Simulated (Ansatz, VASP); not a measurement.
# One calculation of FeO (Wuestite), two programs

```xyz
2
Lattice="0.0000 2.1977 2.1977 2.1977 0.0000 2.1977 2.1977 2.1977 0.0000" Properties=species:S:1:pos:R:3 pbc="T T T"
Fe    0.0000    0.0000    0.0000
O     2.1977    2.1977    2.1977
```

Change from the starting cell: volume scaled by 1.06.

Alike in both runs: task single point; functional LDA; k mesh 11 × 11 × 11; occupations fermi-dirac, width 0.05 eV; collinear spin.

```csv
,VASP,Ansatz
version,VASP 6.6.1,Ansatz 0.2.0
potentials or method,"VASP PAW LDA potentials, release 64 (Fe, O), cutoff 520 eV","all-electron LAPW, scalar-relativistic"
```

```csv
,VASP,Ansatz,Ansatz less VASP
gap on the k mesh at the Fermi level (eV),none,none,-
pressure (GPa),-23.4,-23.5,-0.07
net moment per atom (μB),2.00,2.00,+0.001
size of the moment on the site where the two differ most (μB),3.58,3.61,+0.026
```

Site moments also hang on the region over which each program counts them. A gap of «none» marks a metal or a gap that the smearing closes. Ansatz ran all-electron here, so the differences hold the error of VASP's frozen core and of both bases.

Caveats: a cell with one magnetic atom can't hold antiferromagnetic order, which such compounds often take; semilocal functionals often make such compounds metallic where correlation or magnetic order opens a gap, which also shifts bond lengths; so large a pressure means that the cell lies far from this level's equilibrium, or that cutoff or potentials fall short (VASP).
